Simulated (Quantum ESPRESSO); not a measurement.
# PtSe2 (Sudovikovite) (P-3m1) in Quantum ESPRESSO: further runs, part 2 of 3

Quantum ESPRESSO 7.5.

### 3 Wannier functions, LDA

Input file pw.in:

```
&CONTROL
  calculation = 'scf'
  prefix = 'pwscf'
  outdir = './tmp'
  pseudo_dir = './pseudo'
  tprnfor = .true.
  tstress = .true.
  disk_io = 'low'
/
&SYSTEM
  ibrav = 0
  nat = 3
  ntyp = 2
  ecutwfc = 86
  nbnd = 34
  occupations = 'smearing'
  smearing = 'fd'
  degauss = 0.00367493
/
&ELECTRONS
  conv_thr = 6d-10
  electron_maxstep = 120
  mixing_beta = 0.5
/
ATOMIC_SPECIES
Pt   195.0840 Pt.upf
Se    78.9710 Se.upf
CELL_PARAMETERS angstrom
   3.7240000000    0.0000000000    0.0000000000
  -1.8620000000    3.2250786037    0.0000000000
   0.0000000000    0.0000000000    5.0620000000
ATOMIC_POSITIONS crystal
Pt     0.0000000000    0.0000000000    0.0000000000
Se     0.6666666667    0.3333333333    0.7500000000
Se     0.3333333333    0.6666666667    0.2500000000
K_POINTS automatic
8 8 5 0 0 0
```

Input file nscf.in:

```
&CONTROL
  calculation = 'nscf'
  prefix = 'pwscf'
  outdir = './tmp'
  pseudo_dir = './pseudo'
  disk_io = 'low'
/
&SYSTEM
  ibrav = 0
  nat = 3
  ntyp = 2
  ecutwfc = 86
  nbnd = 42
  occupations = 'smearing'
  smearing = 'fd'
  degauss = 0.00367493
  nosym = .true.
  noinv = .true.
/
&ELECTRONS
  conv_thr = 1d-09
  electron_maxstep = 120
  mixing_beta = 0.5
  diago_full_acc = .true.
/
ATOMIC_SPECIES
Pt   195.0840 Pt.upf
Se    78.9710 Se.upf
CELL_PARAMETERS angstrom
   3.7240000000    0.0000000000    0.0000000000
  -1.8620000000    3.2250786037    0.0000000000
   0.0000000000    0.0000000000    5.0620000000
ATOMIC_POSITIONS crystal
Pt     0.0000000000    0.0000000000    0.0000000000
Se     0.6666666667    0.3333333333    0.7500000000
Se     0.3333333333    0.6666666667    0.2500000000
K_POINTS crystal
75
  0.00000000   0.00000000   0.00000000 1.33333333e-02
  0.00000000   0.00000000   0.33333333 1.33333333e-02
  0.00000000   0.00000000   0.66666667 1.33333333e-02
  0.00000000   0.20000000   0.00000000 1.33333333e-02
  0.00000000   0.20000000   0.33333333 1.33333333e-02
  0.00000000   0.20000000   0.66666667 1.33333333e-02
[... 67 lines left out ...]
  0.80000000   0.80000000   0.33333333 1.33333333e-02
  0.80000000   0.80000000   0.66666667 1.33333333e-02
```

Input file pw2wan.in:

```
&INPUTPP
  prefix = 'pwscf'
  outdir = './tmp'
  seedname = 'w'
  write_mmn = .true.
  write_amn = .true.
  scdm_proj = .true.
  scdm_entanglement = 'erfc'
  scdm_mu = 16.49
  scdm_sigma = 3
/
```

Input file bands.in:

```
&CONTROL
  calculation = 'bands'
  prefix = 'pwscf'
  outdir = './tmp'
  pseudo_dir = './pseudo'
  disk_io = 'low'
/
&SYSTEM
  ibrav = 0
  nat = 3
  ntyp = 2
  ecutwfc = 86
  nbnd = 42
  occupations = 'smearing'
  smearing = 'fd'
  degauss = 0.00367493
/
&ELECTRONS
  conv_thr = 1d-08
  electron_maxstep = 120
  mixing_beta = 0.5
  diago_full_acc = .true.
/
ATOMIC_SPECIES
Pt   195.0840 Pt.upf
Se    78.9710 Se.upf
CELL_PARAMETERS angstrom
   3.7240000000    0.0000000000    0.0000000000
  -1.8620000000    3.2250786037    0.0000000000
   0.0000000000    0.0000000000    5.0620000000
ATOMIC_POSITIONS crystal
Pt     0.0000000000    0.0000000000    0.0000000000
Se     0.6666666667    0.3333333333    0.7500000000
Se     0.3333333333    0.6666666667    0.2500000000
K_POINTS crystal
93
  0.00000000   0.00000000   0.00000000 1
  0.04166700   0.00000000   0.00000000 1
  0.08333300   0.00000000   0.00000000 1
  0.12500000   0.00000000   0.00000000 1
  0.16666700   0.00000000   0.00000000 1
  0.20833300   0.00000000   0.00000000 1
[... 85 lines left out ...]
  0.33333300   0.33333300   0.43750000 1
  0.33333300   0.33333300   0.50000000 1
```

Input file w.win:

```
num_wann = 17
num_bands = 28
auto_projections = true
dis_num_iter = 0
num_iter = 0
conv_tol = 1.0d-9
conv_window = 4
num_print_cycles = 40
fermi_energy = 13.4899
bands_plot = true
write_hr = true
mp_grid = 5 5 3
exclude_bands = 1-14
begin unit_cell_cart
ang
  3.7240000000   0.0000000000   0.0000000000
 -1.8620000000   3.2250786037   0.0000000000
  0.0000000000   0.0000000000   5.0620000000
end unit_cell_cart
begin atoms_frac
Pt   0.0000000000   0.0000000000   0.0000000000
Se   0.6666666667   0.3333333333   0.7500000000
Se   0.3333333333   0.6666666667   0.2500000000
end atoms_frac
begin kpoint_path
G   0.0000000000   0.0000000000   0.0000000000  M   0.5000000000   0.0000000000   0.0000000000
M   0.5000000000   0.0000000000   0.0000000000  K   0.3333333333   0.3333333333   0.0000000000
K   0.3333333333   0.3333333333   0.0000000000  G   0.0000000000   0.0000000000   0.0000000000
G   0.0000000000   0.0000000000   0.0000000000  A   0.0000000000   0.0000000000   0.5000000000
A   0.0000000000   0.0000000000   0.5000000000  L   0.5000000000   0.0000000000   0.5000000000
L   0.5000000000   0.0000000000   0.5000000000  H   0.3333333333   0.3333333333   0.5000000000
H   0.3333333333   0.3333333333   0.5000000000  A   0.0000000000   0.0000000000   0.5000000000
L   0.5000000000   0.0000000000   0.5000000000  M   0.5000000000   0.0000000000   0.0000000000
K   0.3333333333   0.3333333333   0.0000000000  H   0.3333333333   0.3333333333   0.5000000000
end kpoint_path
bands_num_points = 12
begin kpoints
  0.00000000   0.00000000   0.00000000
  0.00000000   0.00000000   0.33333333
  0.00000000   0.00000000   0.66666667
  0.00000000   0.20000000   0.00000000
  0.00000000   0.20000000   0.33333333
  0.00000000   0.20000000   0.66666667
[... 67 lines left out ...]
  0.80000000   0.80000000   0.33333333
  0.80000000   0.80000000   0.66666667
end kpoints
```

Potentials or basis: PseudoDojo 0.4.1 SR LDA standard.

The run is started by

```
OMP_NUM_THREADS=1 pw.x -in pw.in > pw.out
OMP_NUM_THREADS=1 pw.x -in nscf.in > nscf.out
wannier90.x -pp w
OMP_NUM_THREADS=1 pw2wannier90.x -in pw2wan.in > pw2wan.out
wannier90.x w
OMP_NUM_THREADS=1 pw.x -in bands.in > bands.out
```

pw.out:

```text
This program is part of the open-source Quantum ESPRESSO suite
     for quantum simulation of materials; please cite
[... 9 lines left out ...]
     --------------------
     sticks:   dense  smooth     PW     G-vecs:    dense   smooth      PW
     Sum        1159    1159    337                44151    44151    6643

     Using Slab Decomposition

     bravais-lattice index     =            0
     lattice parameter (alat)  =       7.0373  a.u.
     unit-cell volume          =     410.2690 (a.u.)^3
     number of atoms/cell      =            3
     number of atomic types    =            2
     number of electrons       =        50.00
     number of Kohn-Sham states=           34
     kinetic-energy cutoff     =      86.0000  Ry
     charge density cutoff     =     344.0000  Ry
     scf convergence threshold =      6.0E-10
     mixing beta               =       0.5000
[... 181 lines left out ...]
    13.8804  14.9228  14.9228  16.9862  17.4605  20.7419  20.7419  25.2228
    25.8147  25.8735
[... 307 lines left out ...]
   -86.2817 -40.3713 -40.3658 -40.2710 -35.2219 -35.2214 -35.2204 -35.2204
   -35.1995 -35.1985 -35.1980 -35.1973 -35.1895 -35.1895  -0.4360  -0.2802
     6.1470   7.2192   7.9345   8.5284   9.1984   9.9718  10.0765  11.0738
    11.5521  14.3918  15.5255  18.2018  19.1286  21.1108  22.4872  22.9500
    23.9858  25.4078

     the Fermi energy is    13.4899 ev

!    total energy              =    -746.19132353 Ry
     estimated scf accuracy    <          2.4E-10 Ry
     smearing contrib. (-TS)   =      -0.00045517 Ry
     internal energy E=F+TS    =    -746.19086836 Ry

     The total energy is F=E-TS. E is the sum of the following terms:
     one-electron contribution =    -362.84096361 Ry
     hartree contribution      =     197.33771768 Ry
     xc contribution           =    -142.78745007 Ry
     ewald contribution        =    -437.90017236 Ry

     convergence has been achieved in   9 iterations

     Forces acting on atoms (cartesian axes, Ry/au):

     atom    1 type  1   force =     0.00000000   -0.00000000    0.00000000
     atom    2 type  2   force =    -0.00000000    0.00000000   -0.00745680
     atom    3 type  2   force =     0.00000000    0.00000000    0.00745680

     Total force =     0.010546     Total SCF correction =     0.000072

     Computing stress (Cartesian axis) and pressure

          total   stress  (Ry/bohr**3)                   (kbar)     P=       -5.82
  -0.00001554   0.00000000   0.00000000           -2.29        0.00        0.00
   0.00000000  -0.00001554   0.00000000            0.00       -2.29        0.00
   0.00000000   0.00000000  -0.00008755            0.00        0.00      -12.88

=------------------------------------------------------------------------------=
   JOB DONE.
=------------------------------------------------------------------------------=
```

w-pp.out:

```text
b_k Directions (Ang^-1)                          |
 |                           -----------------------                          |
 |            No.           x           y           z                         |
 |            ---        --------------------------------                     |
 |             1         0.000000    0.389645    0.000000                     |
 |             2         0.337443    0.194823    0.000000                     |
 |             3         0.337443   -0.194823    0.000000                     |
 |             4         0.000000    0.000000    0.413749                     |
 +----------------------------------------------------------------------------+

 Time to get kmesh              0.023 (sec)
 *============================================================================*
 |                              MEMORY ESTIMATE                               |
 *============================================================================*
 |                        Disentanglement           11.33 Mb                  |
 |                            Wannierise:            7.62 Mb                  |
 |                          plot_wannier:            7.62 Mb                  |
 *----------------------------------------------------------------------------*

 Starting a new Wannier90 calculation ...

 Time to write kmesh            0.031 (sec)

 Exiting... w.nnkp written.
```

Wall time 12 min (1 thread of Arm Neoverse V1, shared host); peak memory 0.38 GiB.

What came out:

- Free energy: -10152.4502 eV
- Pressure: -0.6 GPa
- Largest force: 0.192 eV/Å
- Band gap on the k mesh: none (metal or under the smearing width)
- Total Wannier spread: 55.27 Å² over 17 functions
- RMS miss of the Wannier bands: 0.034 eV

Forces in eV/Å, atoms in the order of the input:
```
Pt   0.000  0.000  0.000
Se   0.000  0.000 -0.192
Se   0.000  0.000  0.192
```

Levels at the corners of the path, in eV from the Fermi level:
```
point  band 21  band 22  band 23  band 24  band 25  band 26  band 27  band 28  band 29  band 30
    Γ    -4.02    -2.58    -1.08    -1.08     0.39     1.43     1.43     3.50     3.97     7.25
    M    -3.74    -3.56    -3.50    -3.42    -3.00     0.61     2.33     4.72     5.73     6.98
    K    -4.77    -3.78    -2.70    -1.83    -1.83    -0.04    -0.04     3.97     7.52     8.71
    Γ    -4.02    -2.58    -1.08    -1.08     0.39     1.43     1.43     3.50     3.97     7.25
    A    -4.05    -3.02    -1.74    -1.51    -1.51     2.28     2.28     4.71     6.19     6.74
    L    -3.54    -3.51    -3.23    -2.86    -1.39     0.96     1.46     4.47     4.64     7.13
    H    -4.54    -4.23    -3.67    -2.51    -2.51     1.97     1.97     6.45     7.21     7.21
    A    -4.05    -3.02    -1.74    -1.51    -1.51     2.28     2.28     4.71     6.19     6.74
    L    -3.54    -3.51    -3.23    -2.86    -1.39     0.96     1.46     4.47     4.64     7.13
    M    -3.74    -3.56    -3.50    -3.42    -3.00     0.61     2.33     4.72     5.73     6.98
    K    -4.77    -3.78    -2.70    -1.83    -1.83    -0.04    -0.04     3.97     7.52     8.71
    H    -4.54    -4.23    -3.67    -2.51    -2.51     1.97     1.97     6.45     7.21     7.21
```

Wannier functions:
| function | nearest atom | distance (Å) | spread (Å²) | on-site energy from the reference level (eV) |
| --- | --- | --- | --- | --- |
| 1 | 1 Pt | 0.12 | 1.92 | -2.86 |
| 2 | 1 Pt | 0.18 | 2.91 | -1.77 |
| 3 | 1 Pt | 0.21 | 3.28 | -1.25 |
| 4 | 1 Pt | 0.05 | 5.17 | 0.81 |
| 5 | 1 Pt | 0.14 | 2.14 | -2.32 |
| 6 | 3 Se | 0.37 | 2.40 | -4.19 |
| 7 | 3 Se | 0.39 | 2.61 | -4.38 |
| 8 | 3 Se | 0.40 | 2.62 | -4.17 |
| 9 | 2 Se | 0.65 | 1.80 | -4.46 |
| 10 | 2 Se | 0.59 | 1.93 | -4.42 |
| 11 | 2 Se | 0.41 | 2.64 | -3.70 |
| 12 | 2 Se | 0.26 | 2.76 | -2.81 |
| 13 | 3 Se | 0.54 | 2.29 | -3.00 |
| 14 | 1 Pt | 0.35 | 5.03 | -0.25 |
| 15 | 1 Pt | 0.35 | 5.73 | 0.80 |
| 16 | 1 Pt | 0.16 | 4.96 | 0.70 |
| 17 | 1 Pt | 0.10 | 5.08 | 0.71 |

Parts of the spread (Å²): invariant 29.62, diagonal 0.815, off-diagonal 24.83, total 55.27. Against the direct bands the interpolation misses by 34 meV (root mean square) and 146 meV at most, for states up to 1 eV over the reference level.

Caveat: spin-orbit coupling is left out, which moves the levels of the heavy elements.

(Part 2 of 3 ends here.)
